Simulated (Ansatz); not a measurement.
# Ca: the cost of one run

Computed with Ansatz 0.2.0 (DFT PBE, scalar-relativistic, plane waves, PAW, unless a step's input says otherwise).

## (1) The system as given

The structure is tetragonal, space group I4/mmm (No. 139). The conventional cell has a = 4.410 Å, b = 4.410 Å, c = 4.392 Å, α = 90.00°, β = 90.00°, γ = 90.00°. Ca (site symmetry 4/mmm) has 8 Ca at 3.81 Å as nearest neighbours.

Structure file:

```xyz
1
Lattice="-2.2052 2.2052 2.1961 2.2052 -2.2052 2.1961 2.2052 2.2052 -2.1961" Properties=species:S:1:pos:R:3 pbc="T T T"
Ca    0.0000    0.0000    2.1961
```

The structure comes from the Materials Project (structure only).

## (2) A distortion that keeps the symmetry

The change: strain xx, yy, zz, yz, xz, xy = -6.8, -6.8, +2.2, +0.0, +0.0, +0.0 %.

Input file input.yaml:

```yaml
crystal:
  lattice:
    - [-2.0553612304, 2.0553612304, 2.2445391416]
    - [2.0553612304, -2.0553612304, 2.2445391416]
    - [2.0553612304, 2.0553612304, -2.2445391416]
  atoms:
    - { symbol: Ca, position: [0.5, 0.5, 0.0] }
basis:
  ecutwfc: 420
kpoints:
  mp_grid: { grid: [14, 14, 14] }
hamiltonian:
  xc: pbe
scf:
  occupations: { method: gaussian, width: 0.1 }
output:
  forces: true
  stress: true
  eigenvalues: true
```

Q: Estimate wall time and peak memory on 1 thread of an x86-64 CPU, shared host.

About 2.7 s, with a peak of 0.41 GiB.
